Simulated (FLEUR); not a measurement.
# Anisotropy of 1 ML Ni on Au(001), 3 substrate layers with FLEUR

One state of 1 ML Ni on Au(001), 3 substrate layers is converged without symmetry. Force theorems then give its anisotropy.

Main program and level: FLEUR MaX-R8.1; PBE; all-electron FLAPW film, Dirac cores, scalar-relativistic bands.

This is a report of a sequence of runs, with most program output left out.

## 1. The starting structure

The cell holds 4 atoms: 3 Au and 1 Ni. Cell: a = 2.878 Å, b = 2.878 Å, c = 19.962 Å, α = 90.0°, β = 90.0°, γ = 90.0°. Vacuum lies along c.

As a file:

```cif
data_structure
_symmetry_space_group_name_H-M 'P 1'
_symmetry_Int_Tables_number 1
_cell_length_a 2.8779
_cell_length_b 2.8779
_cell_length_c 19.9625
_cell_angle_alpha 90.000
_cell_angle_beta 90.000
_cell_angle_gamma 90.000
_cell_volume 165.34
loop_
_atom_site_label
_atom_site_type_symbol
_atom_site_fract_x
_atom_site_fract_y
_atom_site_fract_z
_atom_site_occupancy
Au1 Au 0.00000 0.00000 0.35066 1
Au2 Au 0.50000 0.50000 0.45260 1
Au3 Au 0.00000 0.00000 0.55454 1
Ni4 Ni 0.50000 0.50000 0.64221 1
```

It is built of layers of Au (space group 225) and Ni (space group 225).

## 2. Self-consistent state

The force theorems are single passes in this state's potential, so it has to be converged first.

No symmetry is used, so that later steps may turn the spins freely; k and −k are joined. FLEUR takes the sheet as a true film: the images along c are dropped, heights are typed in bohr, and the vacuum on both sides is semi-infinite. inpgen writes inp.xml from crystal.txt; cutoffs, mixing, functional, smearing and local orbitals are then set in the file. The k list scf (kpts.xml, not shown) is a Γ-centred 10×10×1 mesh; where the ranks do not divide the number of points, some are split in two of half the weight.

inp.xml reads:

```
<?xml version="1.0" encoding="UTF-8" standalone="no"?>
<fleurInput fleurInputVersion="0.39">
   <comment>
      NiAu3
   </comment>
   <calculationSetup>
      <cutoffs Kmax="3.6" Gmax="10.8" GmaxXC="10.8" numbands="0"/>
      <scfLoop itmax="140" minDistance="0.00002" maxIterBroyd="15" imix="Anderson" alpha="0.03" precondParam="0.0" spinf="2.0" sdNocoIR="T"/>
      <coreElectrons ctail="F" frcor="F" kcrel="0" coretail_lmax="0"/>
      <xcFunctional name="pbe" relativisticCorrections="F"/>
      <magnetism jspins="2" l_noco="F" l_ss="F">
         <qss>0.0 0.0 0.0</qss>
         <mtNocoParams l_mperp="F" l_mtNocoPot="F" l_relaxSQA="F" mag_mixing_scheme="0" mix_RelaxWeightOffD="1.0" l_constrained="F" mix_constr="1.0"/>
         <sourceFreeMag l_sourceFree="F" l_scaleMag="F" mag_scale="1.0"/>
      </magnetism>
      <soc l_soc="F" theta="0.0" phi="0.0" spav="F"/>
      <expertModes spex="0" secvar="F"/>
      <geometryOptimization l_f="F" forcealpha="1.0" forcemix="BFGS" epsdisp="0.00001" epsforce="0.00001"/>
      <ldaU l_linMix="F" mixParam="0.05" spinf="1.0"/>
   </calculationSetup>
   <cell>
      <bzIntegration valenceElectrons="69.0" mode="hist" fermiSmearingEnergy="0.00183747">
         <kPointListSelection listName="scf"/>
         <xi:include xmlns:xi="http://www.w3.org/2001/XInclude" href="kpts.xml"> </xi:include>
      </bzIntegration>
      <xi:include xmlns:xi="http://www.w3.org/2001/XInclude" href="sym.xml"> </xi:include>
      <filmLattice scale="1.0" dVac="16.62" dTilda="19.12">
         <bravaisMatrixFilm>
            <row-1>    5.4384900571394548     0.0000000000000000</row-1>
            <row-2>    0.0000000000000000     5.4384900571394548</row-2>
         </bravaisMatrixFilm>
         <vacuumEnergyParameters vacuum="1" spinUp="-.25" spinDown="-.25"/>
         <vacuumEnergyParameters vacuum="2" spinUp="-.25" spinDown="-.25"/>
      </filmLattice>
   </cell>
   <atomSpecies>
      <species name="Gold (Au)" element="Au" atomicNumber="79">
         <mtSphere radius="2.41" gridPoints="797" logIncrement="0.017"/>
         <atomicCutoffs lmax="10" lnonsphr="8"/>
         <electronConfig flipSpins="F">
            <coreConfig>(1s1/2) (2s1/2) (2p1/2) (2p3/2) (3s1/2) (3p1/2) (3p3/2) (4s1/2) (3d3/2) (3d5/2) (4p1/2) (4p3/2) (5s1/2) (4d3/2) (4d5/2) (4f5/2) (4f7/2)</coreConfig>
            <valenceConfig>(5p1/2) (5p3/2) (6s1/2) (5d3/2) (5d5/2)</valenceConfig>
            <stateOccupation state="(6s1/2)" spinUp="0.500000" spinDown="0.500000"/>
         </electronConfig>
         <energyParameters s="6" p="6" d="5" f="5"/>
         <lo type="SCLO" l="1" n="5" eDeriv="0"/>
      </species>
      <species name="Nickel (Ni1.001" element="Ni" atomicNumber="28">
         <mtSphere radius="2.41" gridPoints="797" logIncrement="0.015"/>
         <atomicCutoffs lmax="10" lnonsphr="8"/>
         <electronConfig flipSpins="F">
            <coreConfig>(1s1/2) (2s1/2) (2p1/2) (2p3/2)</coreConfig>
            <valenceConfig>(3s1/2) (3p1/2) (3p3/2) (4s1/2) (3d3/2) (3d5/2)</valenceConfig>
            <stateOccupation state="(3d3/2)" spinUp="1.6" spinDown="1.6"/>
            <stateOccupation state="(3d5/2)" spinUp="2.9005" spinDown="1.8995"/>
         </electronConfig>
         <energyParameters s="4" p="4" d="3" f="4"/>
         <lo type="SCLO" l="0" n="3" eDeriv="0"/>
         <lo type="SCLO" l="1" n="3" eDeriv="0"/>
      </species>
   </atomSpecies>
   <atomGroups>
      <atomGroup species="Gold (Au)">
         <filmPos label="                   1">.0000000000 .0000000000 -5.4990986060</filmPos>
         <force calculate="T" relaxXYZ="TTT"/>
         <nocoParams  alpha="0.0" beta="0.0"/>
      </atomGroup>
      <atomGroup species="Gold (Au)">
         <filmPos label="                   2">1.000/2.000 1.000/2.000 -1.6534811921</filmPos>
         <force calculate="T" relaxXYZ="TTT"/>
         <nocoParams  alpha="0.0" beta="0.0"/>
      </atomGroup>
      <atomGroup species="Gold (Au)">
         <filmPos label="                   3">.0000000000 .0000000000 2.1920984983</filmPos>
         <force calculate="T" relaxXYZ="TTT"/>
         <nocoParams  alpha="0.0" beta="0.0"/>
      </atomGroup>
      <atomGroup species="Nickel (Ni1.001">
         <filmPos label="                   4">1.000/2.000 1.000/2.000 5.4990986060</filmPos>
         <force calculate="T" relaxXYZ="TTT"/>
         <nocoParams  alpha="0.0" beta="0.0"/>
      </atomGroup>
   </atomGroups>
   <output dos="F" band="F" slice="F">
      <bandDOS minEnergy="-.5*Htr" maxEnergy="0.5*Htr" sigma="0.015" storeEVData="T"/>
      <plotting iplot="0" polar="F">
         <plot TwoD="T" vec1="  1.0  0.0  0.0" vec2="  0.0  1.0  0.0" vec3="  0.0  0.0  1.0" zero="  0.0  0.0 -0.5" file="plot"/>
      </plotting>
      <moessbauerParams electricFieldGradient="F" isomerShift="F" coreHyperfine="F" valenceHyperfine="F"/>
   </output>
</fleurInput>
```

crystal.txt reads:

```
NiAu3
&input film=T cartesian=F /
2.87792500000  0.00000000000  0.00000000000
0.00000000000  2.87792500000  0.00000000000
0.00000000000  0.00000000000  1.00000000000
1.8897261246
1.0 1.0 1.0

4
79 0.00000000000  0.00000000000  -5.49909860601
79 0.50000000000  0.50000000000  -1.65348119205
79 0.00000000000  0.00000000000  2.19209849833
28 0.50000000000  0.50000000000  5.49909860601 : 1.001

&kpt div1=10 div2=10 div3=1 gamma=T /
```

Command:

```sh
$ OMP_NUM_THREADS=1 inpgen -f crystal.txt -nosym -noco > inpgen.log  # inp.xml is then edited as shown
$ OMP_NUM_THREADS=1 mpirun -n 4 fleur_MPI > fleur.log
```

Wall time 6 min (4 MPI ranks of Intel Xeon 6975P-C (Granite Rapids), shared host); peak memory 1.3 GiB; 24 min of CPU time.

Spin moment in the muffin-tin sphere by atom:

| atom | spin moment in the muffin-tin sphere (μB) |
| --- | --- |
| Au1 | -0.002 |
| Au2 | -0.007 |
| Au3 | 0.008 |
| Ni4 | 0.591 |

Numbers from this step:

```
free energy                                                       : -1596343.3438 eV
program's band gap on this mesh (in a metal only a level spacing) : 0 eV
magnetization                                                     : 0.5486 μB
final state                                                       : ferromagnetic
```

After 62 cycles the largest moment stands at 0.591 μB.

## 3. Anisotropy by the force theorem, rung 1

Anisotropy is a small difference, so it is taken from sums over occupied states at a frozen potential, where most errors cancel.

One pass with spin–orbit coupling for each direction, from the saved density. The k list mae (kpts.xml, not shown) is a Γ-centred 17×17×1 mesh.

Changes to inp.xml since step 2:

```diff
@@ -6,4 +6,4 @@
    <calculationSetup>
-      <cutoffs Kmax="3.6" Gmax="10.8" GmaxXC="10.8" numbands="0"/>
-      <scfLoop itmax="140" minDistance="0.00002" maxIterBroyd="15" imix="Anderson" alpha="0.03" precondParam="0.0" spinf="2.0" sdNocoIR="T"/>
+      <cutoffs Kmax="3.6" Gmax="10.8" GmaxXC="10.8" numbands="149"/>
+      <scfLoop itmax="1" minDistance="0.00002" maxIterBroyd="15" imix="Anderson" alpha="0.03" precondParam="0.0" spinf="2.0" sdNocoIR="T"/>
       <coreElectrons ctail="F" frcor="F" kcrel="0" coretail_lmax="0"/>
@@ -15,3 +15,3 @@
       </magnetism>
-      <soc l_soc="F" theta="0.0" phi="0.0" spav="F"/>
+      <soc l_soc="T" theta="0.0" phi="0.0" spav="F"/>
       <expertModes spex="0" secvar="F"/>
@@ -22,3 +22,3 @@
       <bzIntegration valenceElectrons="69.0" mode="hist" fermiSmearingEnergy="0.00183747">
-         <kPointListSelection listName="scf"/>
+         <kPointListSelection listName="mae"/>
          <xi:include xmlns:xi="http://www.w3.org/2001/XInclude" href="kpts.xml"> </xi:include>
@@ -90,2 +90,5 @@
    </output>
+   <forceTheorem>
+      <MAE theta="0.0 1.5707963 1.5707963 0.7853982" phi="0.0 0.0 1.5707963 0.0"/>
+   </forceTheorem>
 </fleurInput>
```

Command:

```sh
$ OMP_NUM_THREADS=1 mpirun -n 4 fleur_MPI -warn_only > fleur.log
```

The job ended after 2.7 min (4 MPI ranks; peak memory 1.9 GiB).

Anisotropy energies, by row:

```
                      axis       x  y       z  band energy less the first axis' (meV a cell)
                         z       0  0       1                                              0
                         x       1  0       0                                         -1.007
                         y       0  1       0                                         -1.007
45 degrees from z toward x  0.7071  0  0.7071                                        -0.5092
```

Shape anisotropy is not in these numbers.

## 4. Energy against the direction of the moments, rung 2

A second rung shows how far the first can be trusted.

The k list mae (kpts.xml, not shown) is a Γ-centred 27×27×1 mesh.

inp.xml is that of step 3.

It took 6.7 min on 4 MPI ranks; peak memory 3.9 GiB; 27 min of CPU time.

Anisotropy energies, by row:

```csv
axis,x,y,z,band energy less the first axis' (meV a cell)
z,0,0,1,0
x,1,0,0,-0.4901
y,0,1,0,-0.4901
45 degrees from z toward x,0.7071,0,0.7071,-0.2499
```

## 5. Spin–orbit coupling, moments along z

Spin–orbit coupling ties the spins to the lattice and lets orbital moments form.

A new self-consistent run of the start ferro +, with the moments along z. The k list default-1 (kpts.xml, not shown) is a Γ-centred 30×30×1 mesh.

Changes to inp.xml since step 2:

```diff
@@ -6,12 +6,8 @@
    <calculationSetup>
-      <cutoffs Kmax="3.6" Gmax="10.8" GmaxXC="10.8" numbands="0"/>
+      <cutoffs Kmax="3.6" Gmax="10.8" GmaxXC="10.8" numbands="149"/>
       <scfLoop itmax="140" minDistance="0.00002" maxIterBroyd="15" imix="Anderson" alpha="0.03" precondParam="0.0" spinf="2.0" sdNocoIR="T"/>
-      <coreElectrons ctail="F" frcor="F" kcrel="0" coretail_lmax="0"/>
+      <coreElectrons ctail="T" frcor="F" kcrel="0" coretail_lmax="0"/>
       <xcFunctional name="pbe" relativisticCorrections="F"/>
-      <magnetism jspins="2" l_noco="F" l_ss="F">
-         <qss>0.0 0.0 0.0</qss>
-         <mtNocoParams l_mperp="F" l_mtNocoPot="F" l_relaxSQA="F" mag_mixing_scheme="0" mix_RelaxWeightOffD="1.0" l_constrained="F" mix_constr="1.0"/>
-         <sourceFreeMag l_sourceFree="F" l_scaleMag="F" mag_scale="1.0"/>
-      </magnetism>
-      <soc l_soc="F" theta="0.0" phi="0.0" spav="F"/>
+      <magnetism jspins="2"/>
+      <soc l_soc="T" theta="0.0" phi="0.0" spav="F"/>
       <expertModes spex="0" secvar="F"/>
@@ -22,3 +18,3 @@
       <bzIntegration valenceElectrons="69.0" mode="hist" fermiSmearingEnergy="0.00183747">
-         <kPointListSelection listName="scf"/>
+         <kPointListSelection listName="default-1"/>
          <xi:include xmlns:xi="http://www.w3.org/2001/XInclude" href="kpts.xml"> </xi:include>
@@ -65,3 +61,2 @@
          <force calculate="T" relaxXYZ="TTT"/>
-         <nocoParams  alpha="0.0" beta="0.0"/>
       </atomGroup>
@@ -70,3 +65,2 @@
          <force calculate="T" relaxXYZ="TTT"/>
-         <nocoParams  alpha="0.0" beta="0.0"/>
       </atomGroup>
@@ -75,3 +69,2 @@
          <force calculate="T" relaxXYZ="TTT"/>
-         <nocoParams  alpha="0.0" beta="0.0"/>
       </atomGroup>
@@ -80,3 +73,2 @@
          <force calculate="T" relaxXYZ="TTT"/>
-         <nocoParams  alpha="0.0" beta="0.0"/>
       </atomGroup>
```

Changes to crystal.txt since step 2:

```diff
@@ -14,2 +14,3 @@
 
-&kpt div1=10 div2=10 div3=1 gamma=T /
+&soc 0.0000000 0.0000000 /
+&kpt div1=30 div2=30 div3=1 gamma=T /
```

Command:

```sh
$ OMP_NUM_THREADS=1 inpgen -f crystal.txt > inpgen.log  # inp.xml is then edited as shown
$ OMP_NUM_THREADS=1 mpirun -n 4 fleur_MPI > fleur.log
```

It took 42 min on 4 MPI ranks; peak memory 1.5 GiB.

Spin moment in the muffin-tin sphere by atom:

| atom | spin moment in the muffin-tin sphere (μB) |
| --- | --- |
| Au1 | -0.001 |
| Au2 | -0.004 |
| Au3 | 0.012 |
| Ni4 | 0.610 |

Numbers from this step:

* free energy: -1596346.8536 eV
* program's band gap on this mesh (in a metal only a level spacing): 1.99e-4 eV
* magnetization: 0.5798 μB
* final state: ferromagnetic
* orbital moment along the spin: 0.1050 μB

Orbital moment in the sphere, along the spin axis by atom:

| atom | orbital moment in the sphere, along the spin axis (μB) |
| --- | --- |
| Au1 | 0.000 |
| Au2 | 0.000 |
| Au3 | 0.012 |
| Ni4 | 0.105 |

## 6. Summary of results

| Quantity | Value |
| --- | --- |
| reference state | ferromagnetic |
| largest sphere moment | 0.591 μB |
| easy direction of those tried | not resolved |
| energy along x less z, force theorem | -0.490 meV a primitive cell |
| orbital moment on the atom of largest spin, along its spin (spin–orbit run) | 0.105 μB |

**Reading.** The lowest directions differ by less than these runs resolve; shape anisotropy is not included. The difference for the second direction goes from -1.0 meV (mesh 17×17×1, 149 states, 11 min of CPU time) to -0.49 meV (mesh 27×27×1, 149 states, 27 min), so it is not converged. The orbital moment is parallel to the spin, as Hund's third rule has it for a shell over half filled. The state was typed, and no other order was converged beside it, so it need not be the ground state. A substrate of 3 unrelaxed layers is a model; thickness and relaxation can move these numbers.

[Logs and program files are shortened in this print: banners, set-up blocks, solver, clock and traceback lines can be left out without a mark of their own.]

[Logs are printed without paths, hosts, clocks, repeated set-up lines and the standing remarks that a program may print on its own settings, such as how far it seeks lower states.]

[Hosts, paths, dates, database ids (printed as entryN), source tags and the programs' standing remarks are cut or masked in the printed files.]

[Where a cell is said to come from a database of computed structures, the database is the Materials Project.]
